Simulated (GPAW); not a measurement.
# Core-hole calculation of the Se K edge in CaSe (Fm-3m), part 2 of 2

What does one-electron theory with a core hole give for the Se K edge of CaSe (Fm-3m)?

GPAW 26.7.0; X-ray absorption from dipole matrix elements to empty bands, plane-wave PAW LDA.

So far. Step 2 (Ground state of the crystal): The mesh shows a gap of 2.40 eV, so the hole is first treated in a charged cell, without the excited electron. Step 3 (Spectrum without a core hole, Se atom 1): Main maxima below 30 eV (height): 7.4 eV (2.09), 16.2 eV (1.07) and 25.4 eV (1.52). A K edge sees empty p states on the absorber.

The database entry behind the starting cell differs from later determinations by our own check (0.1 to 0.3 % short, probably kX units), so it need not match the best structure at ambient conditions.

**5. Spectrum with FCH, Se atom 1**

The holes are 7.2 Å apart. In GPAW the data set carries the hole's charge, so charge=0 means a charged cell and charge=-1 a neutral one. The excited electron is left out and a uniform background balances the charge. After the field has converged, empty bands are computed with the density fixed and the dipole matrix elements are summed.

The input, xas.py:

```python
import numpy as np
from ase import Atoms
from ase.parallel import parprint, paropen
from gpaw import GPAW, PW, FermiDirac, Mixer, MixerDif, setup_paths
from gpaw.test import gen
setup_paths.insert(0, '.')
gen('Se', name='fch1s', xcname='LDA', corehole=(1, 0, 1), write_xml=True)
from gpaw.mpi import world
world.barrier()

atoms = Atoms('Se6Ca6',
    cell=[[-2.956, -2.956, -5.912],
     [-2.956, -2.956, 5.912],
     [-2.956, 5.912, 2.956]],
    scaled_positions=[[0.25, 0.75, 0],
     [0.91666667, 0.75, 0.33333333],
     [0.75, 0.25, 0],
     [0.58333333, 0.75, 0.66666667],
     [0.41666667, 0.25, 0.33333333],
     [0.08333333, 0.25, 0.66666667],
     [0, 0, 0],
     [0.66666667, 0, 0.33333333],
     [0.5, 0.5, 0],
     [0.33333333, 0, 0.66666667],
     [0.16666667, 0.5, 0.33333333],
     [0.83333333, 0.5, 0.66666667]],
    pbc=True)
atoms.calc = calc = GPAW(legacy_gpaw=True, mode=PW(430, force_complex_dtype=True), xc='LDA', setups={0: 'fch1s'},
    kpts={'size': (3, 3, 3), 'gamma': True}, occupations=FermiDirac(0.02),
    charge=0, mixer=Mixer(0.1, 5, 50), maxiter=150,
    convergence={'density': 0.0001, 'eigenstates': 1e-6}, txt='scf.txt')
energy = atoms.get_potential_energy() + calc.get_reference_energy()
ef = calc.get_fermi_level()
out = dict(energy=energy, fermi=ef, forces=atoms.get_forces().tolist())
parprint(f'all-electron energy {energy:.4f} eV, Fermi level {ef:.4f} eV')
ev = np.array([[calc.get_eigenvalues(k, s) for k in range(len(calc.get_ibz_k_points()))] for s in range(calc.get_number_of_spins())])
out['homo'], out['lumo'], out['counts'] = ev[ev < ef].max(), ev[ev > ef].min(), sorted(set((ev < ef).sum((0, 2)).tolist()))
out['filled'] = (ev[:, 0] < ef).sum(1).tolist()

from ase.units import Ha
from gpaw.xas import dipole_matrix_elements
nb = int(calc.get_number_of_electrons() / 2) + 187
top, nb = nb, nb + 8 + nb // 12
nscf = calc.fixed_density(kpts={'size': (3, 3, 3), 'gamma': True}, nbands=nb,
    convergence={'bands': top, 'eigenstates': 1e-5}, maxiter=60, txt='nscf.txt')
cell = atoms.cell.array
ops = [cell.T @ U.T @ np.linalg.inv(cell.T) for U in nscf.wfs.kd.symmetry.op_scc]
filled = [48]  # bands filled in the ground state, by spin
E = np.arange(-6, 34, 0.1)
fwhm = np.interp(E, [4, 25], [2.33, 3.5])
Y, X, zero, highest = 0, 0, 1e9, 1e9
for spin in range(nscf.get_number_of_spins()):
    wfs = nscf.wfs
    A = dipole_matrix_elements(wfs.setups[0])
    eps = np.zeros((wfs.kd.nibzkpts, nb))
    d = np.zeros((3, A.shape[1], wfs.kd.nibzkpts, nb), complex)
    for kpt in wfs.kpt_u:
        if kpt.s == spin and 0 in kpt.P_ani:
            eps[kpt.k] = kpt.eps_n * Ha
            d[:, :, kpt.k] = (kpt.weight * wfs.nspins / 2) ** 0.5 * np.inner(A, kpt.P_ani[0])
    world.sum(eps)
    world.sum(d)
    T = np.einsum('amkn,bmkn->abkn', d, d.conj()).real
    T = sum(np.einsum('ai,ijkn,bj->abkn', R, T, R) for R in ops) / len(ops)
    empty = np.ones_like(eps, bool) & (np.arange(nb) >= filled[spin])
    zero, highest = min(zero, eps[empty].min()), min(highest, eps[:, top - 1].min())
    lines = [(eps, T, empty)] if spin == 0 else lines + [(eps, T, empty)]
for eps, T, empty in lines:
    f = np.einsum('aakn->akn', T).reshape(3, -1)
    x = eps.ravel() - zero
    w = np.interp(x, E, fwhm) / 2.35482
    g = np.exp(-0.5 * ((E[:, None] - x) / w) ** 2) / (w * (2 * np.pi) ** 0.5)
    Y = Y + (f * empty.ravel()) @ g.T
    X = X + (f * ~empty.ravel()) @ g.T
out.update(E=E.round(2).tolist(), xas=Y.tolist(), xes=X.tolist(), zero=zero, valid=highest - zero, nk=len(eps), nb=nb)
for i in range(0, len(E), 10):
    parprint(f'{E[i]:7.2f}', *(f'{v:10.3e}' for v in Y[:, i]))
import json
with paropen('out.json', 'w') as f:
    json.dump(out, f)
```

The run is started by

```
$ OMP_NUM_THREADS=1 mpirun -n 4 gpaw python xas.py
```

Numbers of over 12 decimals in the logs are rounded to 6 here.

The program printed:

```text
Input parameters:
  convergence: {density: 0.0001,
                eigenstates: 1e-06}
  kpts: {gamma: True,
         size: (3, 3, 3)}
  maxiter: 150
  mixer: {backend: pulay,
          beta: 0.1,
          method: separate,
          nmaxold: 5,
          weight: 50}
  mode: {ecut: 430.0,
         force_complex_dtype: True,
         name: pw}
  occupations: {fixmagmom: False,
                name: fermi-dirac,
                width: 0.02}
  setups: {0: fch1s}

Initialize ...

[... PAW data sets ...]

Reference energy: -494220.336418  # eV

Spin-paired calculation

[... convergence settings ...]
Symmetries present (total): 2
  [... symmetry matrices ...]

27 k-points: 3 x 3 x 3 Monkhorst-Pack grid
10 k-points in the irreducible part of the Brillouin zone
       k-points in crystal coordinates                weights
   0:     0.00000000    0.00000000    0.00000000          1/27
   1:     0.00000000    0.00000000    0.33333333          2/27
   2:     0.00000000    0.33333333    0.00000000          2/27
   3:     0.00000000    0.33333333    0.33333333          4/27
   4:     0.33333333   -0.33333333    0.00000000          4/27
   5:     0.33333333   -0.33333333    0.33333333          2/27
   6:     0.33333333    0.00000000    0.00000000          4/27
   7:     0.33333333    0.00000000    0.33333333          2/27
   8:     0.33333333    0.33333333    0.00000000          4/27
   9:     0.33333333    0.33333333    0.33333333          2/27

Wave functions: Plane wave expansion
  Cutoff energy: 430.000 eV
  Number of coefficients (min, max): 6261, 6327
  Pulay-stress correction: 0.000000 eV/Ang^3 (de/decut=0.000000)
  Using FFTW library
  Wavefunction extrapolation:
    Improved wavefunction reuse through dual PAW basis

Occupation numbers: Fermi-Dirac:
  width: 0.0200  # eV

Eigensolver
   Davidson(niter=2)

Densities:
  Coarse grid: 35*35*35 grid
  Fine grid: 70*70*70 grid
  Total Charge: 1.000000

Density mixing:
  Method: separate
  Backend: pulay
  Linear mixing parameter: 0.1
  old densities: 5
  Width of damping distribution: 1.1
  Damping of long wavelength oscillations: 50

[... Hamiltonian set-up ...]
Number of atoms: 12
Number of atomic orbitals: 54
Number of bands in calculation: 54
Number of valence electrons: 96
Bands to converge: occupied

... initialized

Initializing position-dependent things.

Density initialized from atomic densities
Creating initial wave functions:
  54 bands from LCAO basis set

                  Se
         Se     Ca

              Se  Ca

         Ca     Se     Ca

       Se     Ca

                Ca
              Se

Atomic positions and initial magnetic moments

Positions:
   0 Se    -2.956000   -2.956000    2.956000    ( 0.0000,  0.0000,  0.0000)
   1 Se    -5.912000   -2.956000   -0.000000    ( 0.0000,  0.0000,  0.0000)
   2 Se    -2.956000   -2.956000   -2.956000    ( 0.0000,  0.0000,  0.0000)
   3 Se    -5.912000    0.000000    2.956000    ( 0.0000,  0.0000,  0.0000)
   4 Se    -2.956000   -0.000000   -0.000000    ( 0.0000,  0.0000,  0.0000)
   5 Se    -2.956000    2.956000    2.956000    ( 0.0000,  0.0000,  0.0000)
   6 Ca     0.000000    0.000000    0.000000    ( 0.0000,  0.0000,  0.0000)
   7 Ca    -2.956000   -0.000000   -2.956000    ( 0.0000,  0.0000,  0.0000)
   8 Ca    -2.956000   -2.956000    0.000000    ( 0.0000,  0.0000,  0.0000)
   9 Ca    -2.956000    2.956000    0.000000    ( 0.0000,  0.0000,  0.0000)
  10 Ca    -2.956000   -0.000000    2.956000    ( 0.0000,  0.0000,  0.0000)
  11 Ca    -5.912000    0.000000    0.000000    ( 0.0000,  0.0000,  0.0000)

Unit cell:
           periodic     x           y           z      points  spacing
  1. axis:    yes   -2.956000   -2.956000   -5.912000    35     0.1713
  2. axis:    yes   -2.956000   -2.956000    5.912000    35     0.1950
  3. axis:    yes   -2.956000    5.912000    2.956000    35     0.1792

  Lengths:   7.240692   7.240692   7.240692
  Angles:   80.405932 120.000000 109.471221

Effective grid spacing dv^(1/3) = 0.1934

iter:   1   -80.969538
iter:   2   -80.952977   -0.76  -1.13
iter:   3   -80.138370   -1.15  -1.24
iter:   4   -80.040637   -1.45  -1.43
iter:   5   -80.062690   -2.41  -1.63
iter:   6   -80.027771c  -2.56  -2.04
iter:   7   -80.027465c  -3.08  -2.53
iter:   8   -80.019006c  -3.67  -2.57
iter:   9   -80.018772c  -4.54  -3.02
iter:  10   -80.018624c  -4.98  -3.15
iter:  11   -80.018617c  -5.67  -3.68
iter:  12   -80.018616c  -6.44c -3.70
iter:  13   -80.018607c  -6.13c -3.81
iter:  14   -80.018607c  -6.88c -4.23c

Converged after 14 iterations.

Dipole moment: (-0.011618, -0.011618, 0.951807) |e|*Ang

Energy contributions relative to reference atoms: (reference = -494220.336418)

Kinetic:        +51.884392
Potential:      -57.566768
External:        +0.000000
XC:             -70.573694
Entropy (-ST):   -0.000000
Local:           -3.762537
SIC:             +0.000000
--------------------------
Free energy:    -80.018607
Extrapolated:   -80.018607

Showing only first 2 kpts
 Kpt  Band  Eigenvalues  Occupancy
  0    46      4.25318    2.00000
  0    47      4.27507    2.00000
  0    48      7.13879    0.00000
  0    49      7.82469    0.00000

  1    46      3.88226    2.00000
  1    47      3.91648    2.00000
  1    48      6.51564    0.00000
[...]
Fermi level: 5.41204

Gap: 2.240 eV
Transition (v -> c):
  (s=0, k=0, n=47, [0.00, 0.00, 0.00]) -> (s=0, k=9, n=48, [0.33, 0.33, 0.33])
Direct/indirect transitions are different
Direct gap: 2.599 eV
Transition at: (s=0, k=1, n=47, [0.00, 0.00, 0.33])

Forces in eV/Ang:
  0 Se    0.00001    0.00001   -0.00001
  1 Se   -0.00601    0.00603   -0.00001
  2 Se   -0.00001   -0.00001    0.00001
  3 Se    0.00603   -0.00601   -0.00001
  4 Se    0.08459   -0.08462    0.00001
  5 Se   -0.08462    0.08459    0.00001
  6 Ca   -0.05336   -0.05336    0.70146
  7 Ca   -0.70532   -0.05895    0.05844
  8 Ca    0.05336    0.05336   -0.70146
  9 Ca   -0.05895   -0.70532    0.05844
 10 Ca    0.05895    0.70532   -0.05844
 11 Ca    0.70532    0.05895   -0.05844
Scalar-relativistic atomic LDA calculation for Se (Selenium, Z=34)
Core hole in 1s state (1s occupation: 1.0)
600 radial gridpoints.
|------------------------------------------------|
|------------------------------------------------|
[... the atom generator's iteration count ...]

Energy contributions:
-------------------------
Kinetic:    +1992.176532
XC:           -74.936171
Potential:  -3877.301897
-------------------------
Total:      -1960.061536

state      eigenvalue         ekin         rmax
-----------------------------------------------
1s^1.0 :  -473.814066   594.491378        0.029
2s^2.0 :   -62.777713   119.273514        0.162
2p^6.0 :   -56.419235   117.661311        0.128
3s^2.0 :    -8.945456    28.579454        0.490
3p^6.0 :    -6.765340    26.386029        0.482
3d^10.0:    -2.900021    21.587394        0.429
4s^2.0 :    -1.105925     4.504829        1.414
4p^4.0 :    -0.649487     3.202895        1.619
-----------------------------------------------
(units: Bohr and Hartree)

Generating PAW setup
Kinetic energy of the core from tauc = 1992.701229521997
Cutoffs:
rc(s)=1.600
rc(p)=1.900
rc(d)=1.600
rc(vbar)=1.440
rc(comp)=1.600
rc(nct)=1.900

Kinetic energy of the core states: 1970.355293
Charge: 1.0
Core electrons: 27.0
Valence electrons: 6.0
Pseudo-core charge: 0.688517
Shape function alpha=3.906
Pseudo-electron charge 7.123653
state    eigenvalue         norm
--------------------------------
4s(2) :    -1.105925     1.147115
*s    :    -0.105925
4p(4) :    -0.649487     1.035227
*p    :     0.350513
*d    :     0.000000
--------------------------------

Diagonalizing with gridspacing h=0.050

state   all-electron     PAW
-------------------------------
4s:      -1.105925    -1.106630
4p:      -0.649487    -0.650084
*d:                   -0.134651
*f:                   -0.017877
-------------------------------
all-electron energy -494300.3550 eV, Fermi level 5.4120 eV
[...]
31.00  7.095e-08  7.095e-08  7.053e-08
  32.00  6.897e-08  6.897e-08  7.170e-08
  33.00  6.534e-08  6.534e-08  6.858e-08
```

Elapsed: 2.7 min, on 4 MPI ranks of Arm Neoverse V2, shared host; peak memory 0.37 GiB; 11 min of CPU time.

The Se K spectrum, Se atom 1, full core hole (charged cell) (energy from the lowest empty level; intensity scaled to a mean of 1 over the first 20 eV):

```
E (eV)  intensity
  -2.0       0.00
  -1.5       0.01
  -1.0       0.03
  -0.5       0.08
   0.0       0.16
   0.5       0.30
   1.0       0.49
   1.5       0.73
   2.0       0.99
   2.5       1.22
   3.0       1.38
   3.5       1.46
   4.0       1.51
   4.5       1.56
   5.0       1.66
   5.5       1.76
   6.0       1.83
   6.5       1.80
   7.0       1.65
   7.5       1.40
   8.0       1.10
   8.5       0.84
   9.0       0.65
   9.5       0.56
  10.0       0.53
  10.5       0.52
  11.0       0.53
  11.5       0.53
  12.0       0.55
  12.5       0.58
  13.0       0.65
  13.5       0.74
  14.0       0.85
  14.5       0.96
  15.0       1.03
  15.5       1.06
  16.0       1.06
  16.5       1.03
  17.0       0.99
  17.5       0.95
  18.0       0.94
  18.5       0.93
  19.0       0.95
  19.5       0.97
  20.0       1.00
  20.5       1.04
  21.0       1.08
  21.5       1.14
  22.0       1.22
  22.5       1.30
  23.0       1.37
  23.5       1.41
  24.0       1.41
  24.5       1.35
  25.0       1.27
  25.5       1.16
  26.0       1.05
  26.5       0.94
  27.0       0.86
  27.5       0.80
  28.0       0.76
  28.5       0.74
  29.0       0.74
  29.5       0.75
```

Main maxima below 29 eV (height): 6.2 eV (1.84), 15.6 eV (1.06) and 23.8 eV (1.41). 

**6. Excitation energy, Se atom 1**

With the excited electron kept in the cell the system stays neutral, and the energy difference is an excitation energy by itself. In a small cell that electron takes up a good share of the lowest empty band, or all of one, which shifts the value from the true onset.

Changed against the first core-hole run: core hole to XCH, with the smearing that suits a partly filled band.

The input, scf.py:

```python
import numpy as np
from ase import Atoms
from ase.parallel import parprint, paropen
from gpaw import GPAW, PW, FermiDirac, Mixer, MixerDif, setup_paths
from gpaw.test import gen
setup_paths.insert(0, '.')
gen('Se', name='fch1s', xcname='LDA', corehole=(1, 0, 1), write_xml=True)
from gpaw.mpi import world
world.barrier()

atoms = Atoms('Se6Ca6',
    cell=[[-2.956, -2.956, -5.912],
     [-2.956, -2.956, 5.912],
     [-2.956, 5.912, 2.956]],
    scaled_positions=[[0.25, 0.75, 0],
     [0.91666667, 0.75, 0.33333333],
     [0.75, 0.25, 0],
     [0.58333333, 0.75, 0.66666667],
     [0.41666667, 0.25, 0.33333333],
     [0.08333333, 0.25, 0.66666667],
     [0, 0, 0],
     [0.66666667, 0, 0.33333333],
     [0.5, 0.5, 0],
     [0.33333333, 0, 0.66666667],
     [0.16666667, 0.5, 0.33333333],
     [0.83333333, 0.5, 0.66666667]],
    pbc=True)
atoms.calc = calc = GPAW(legacy_gpaw=True, mode=PW(430, force_complex_dtype=True), xc='LDA', setups={0: 'fch1s'},
    kpts={'size': (3, 3, 3), 'gamma': True}, occupations=FermiDirac(0.04),
    charge=-1, mixer=Mixer(0.1, 5, 50), maxiter=150,
    convergence={'density': 0.0001, 'eigenstates': 1e-6}, txt='scf.txt')
energy = atoms.get_potential_energy() + calc.get_reference_energy()
ef = calc.get_fermi_level()
out = dict(energy=energy, fermi=ef, forces=atoms.get_forces().tolist())
parprint(f'all-electron energy {energy:.4f} eV, Fermi level {ef:.4f} eV')
ev = np.array([[calc.get_eigenvalues(k, s) for k in range(len(calc.get_ibz_k_points()))] for s in range(calc.get_number_of_spins())])
out['homo'], out['lumo'], out['counts'] = ev[ev < ef].max(), ev[ev > ef].min(), sorted(set((ev < ef).sum((0, 2)).tolist()))
out['filled'] = (ev[:, 0] < ef).sum(1).tolist()
import json
with paropen('out.json', 'w') as f:
    json.dump(out, f)
```

The run is started by

```
$ OMP_NUM_THREADS=1 mpirun -n 4 gpaw python scf.py
```

The program printed:

```text
Input parameters:
  charge: -1
  convergence: {density: 0.0001,
                eigenstates: 1e-06}
  kpts: {gamma: True,
         size: (3, 3, 3)}
  maxiter: 150
  mixer: {backend: pulay,
          beta: 0.1,
          method: separate,
          nmaxold: 5,
          weight: 50}
  mode: {ecut: 430.0,
         force_complex_dtype: True,
         name: pw}
  occupations: {fixmagmom: False,
[...]
4s(2) :    -1.105925     1.147115
*s    :    -0.105925
4p(4) :    -0.649487     1.035227
*p    :     0.350513
*d    :     0.000000
--------------------------------

Diagonalizing with gridspacing h=0.050

state   all-electron     PAW
-------------------------------
4s:      -1.105925    -1.106630
4p:      -0.649487    -0.650084
*d:                   -0.134651
*f:                   -0.017877
-------------------------------
all-electron energy -494293.7939 eV, Fermi level 6.7704 eV
[key lines of the parts left out:]
Converged after 21 iterations.
Dipole moment: (0.001807, 0.001807, 0.877070) |e|*Ang
Free energy:    -73.463834
Fermi level: 6.77041
```

It took 31 s on 4 MPI ranks; peak memory 0.24 GiB.

**7. With and without the hole**

Both curves are counted from their own zero, so only the shift of weight within the empty states shows.

```
E (eV)  no hole   FCH
  -2.0     0.00  0.00
  -1.0     0.01  0.03
   0.0     0.08  0.16
   1.0     0.28  0.49
   2.0     0.61  0.99
   3.0     1.00  1.38
   4.0     1.22  1.51
   5.0     1.31  1.66
   6.0     1.62  1.83
   7.0     2.03  1.65
   8.0     1.97  1.10
   9.0     1.34  0.65
  10.0     0.83  0.53
  11.0     0.68  0.53
  12.0     0.63  0.55
  13.0     0.57  0.65
  14.0     0.65  0.85
  15.0     0.89  1.03
  16.0     1.07  1.06
  17.0     1.00  0.99
  18.0     0.85  0.94
  19.0     0.85  0.95
  20.0     0.96  1.00
  21.0     1.00  1.08
  22.0     1.00  1.22
  23.0     1.09  1.37
  24.0     1.32  1.41
  25.0     1.50  1.27
  26.0     1.45  1.05
  27.0     1.16  0.86
  28.0     0.85  0.76
  29.0     0.75  0.74
```

With each curve scaled to its own mean, the area from −2 to 6 eV with the hole is 7.1 against 5.3, and the centre of weight from −1 to 20 eV moves by -0.3 eV, while the pattern of peaks shifts by -1.2 eV: the hole pulls the absorber's empty states down.

**8. Outcome**

| Quantity | Value |
| --- | --- |
| absorber and edge | Se K, atom 1 of the ground-state input (counted from 1) |
| surroundings | 6 Ca at 2.96 Å (octahedral, site symmetry m-3m) |
| highest intensity below 24 eV | 6.2 eV above the zero, height 1.84 |

In words: The Se K edge of atom 1, with 6 Ca at 2.96 Å (octahedral, site symmetry m-3m), has its highest intensity of the first 24 eV at 6.2 eV above the zero, 1.8 times the mean level of the first 20 eV (Gaussian full width 2.33 eV up to 4 eV, rising linearly to 3.5 eV at 25 eV). With each curve scaled to its own mean, the area from −2 to 6 eV with the hole is 7.1 against 5.3, and the centre of weight from −1 to 20 eV moves by -0.3 eV, while the pattern of peaks shifts by -1.2 eV: the hole pulls the absorber's empty states down. The script folds with a Gaussian, whereas the core hole's own line is a Lorentzian, so the onset is too steep and the first peak too high. The mesh is coarse (0.35 Å⁻¹ between points), so small maxima may be mesh ripples. Lifetime broadening is put in by hand, and intensities beyond about 20 eV depend on it and on the partial waves. The structure is a published determination, not relaxed.

[Banner, clock and machine lines of the logs are left out without a mark of their own.]

[Logs are printed without paths, hosts, clocks, repeated set-up lines and the standing remarks that a program may print on its own settings, such as how far it seeks lower states.]

[Hosts, paths, dates, database ids (printed as entryN), source tags and the programs' standing remarks are cut or masked in the printed files.]

[Lists of maxima count a maximum above −3 eV only where it reaches 4 % of the highest in the window and stands out from its surroundings by 2 % of it (1.5 % where it reaches 55 %); shoulders and weaker maxima are passed over, and of the rest the first, up to two pre-edge ones and the few strongest are named.]
